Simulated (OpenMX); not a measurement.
The system is WS2, a slab with vacuum.

```xyz
3
Lattice="3.1835 0.0000 0.0000 -1.5918 2.7570 0.0000 0.0000 0.0000 16.9506" Properties=species:S:1:pos:R:3 pbc="T T T"
W     0.0000    0.0000    0.0000
S     0.0000    1.8380    1.5595
S     0.0000    1.8380   15.3911
```

- Program: OpenMX 3.8.5
- Task: single point
- Functional: PBE
- Potentials or basis: OpenMX 2013 PBE set, W7.0-s3p2d2f1, S7.0-s2p2d1f1, grid cutoff 400 Ry
- k mesh: 11 × 11 × 3
- Occupations: fermi-dirac, width 0.05 eV
- Spin: no spin polarisation

On this cell: largest force 0.556 eV/Å; band gap on the k mesh 1.89 eV, indirect (least direct gap 2.07 eV).

The same run follows on a disturbed copy (atoms moved at random, drawn with an rms of 0.05 Å):

```
W S
1.0
     3.18352    0.00000    0.00000
    -1.59176    2.75701    0.00000
     0.00000    0.00000   16.95058
W S
1 2
Direct
  0.99775 0.00096 0.99765
  0.33985 0.65947 0.09287
  0.33153 0.65848 0.90878
```

Q: What does the disturbed cell give?

A: The energy moves by +21.7 meV/atom; largest force 2.004 eV/Å; band gap on the k mesh 1.82 eV, indirect (least direct gap 2.06 eV).

Forces on the atoms (eV/Å):
```
W    0.598 -0.524  1.839
S   -0.389  0.208 -0.308
S   -0.209  0.315 -1.532
```

Caveats: spin-orbit coupling is left out, which moves the levels of the heavy elements; the basis of atomic orbitals isn't converged, which shifts pressures, moduli and gaps.

A k mesh can miss the band edges.
